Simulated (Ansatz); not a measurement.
# Zone-centre modes in AlCu3

The calculation used Ansatz 0.2.0, DFT PBEsol, scalar-relativistic, plane waves, PAW. Cutoff 420 eV, Γ-centred 14×14×14 k-points, Gaussian smearing of 0.15 eV. No spin polarisation.

The undisturbed cell (relaxed at this level; it needn't be the usual structure):

```
Al Cu
1.0
     3.63187    0.00000    0.00000
     0.00000    3.63187    0.00000
     0.00000    0.00000    3.63187
Al Cu
1 3
Direct
  0.00000 0.00000 0.00000
  0.50000 0.50000 0.00000
  0.50000 0.00000 0.50000
  0.00000 0.50000 0.50000
```

Harmonic modes by finite displacements of 0.02 Å, without the LO–TO term.

(1) At this geometry, is the structure stable against these modes?

(2) List the wavenumbers in cm⁻¹.

## Answers

(1) Yes: no mode is imaginary beyond 10 cm⁻¹, and only the three translations lie near zero.

(2) 0, 0, 0, 165, 165, 165, 199, 199, 199, 303, 303, 303.

Cost: 1 run of about 1.4 core-minutes, on Intel Xeon 6975P-C (Granite Rapids) (shared hosts).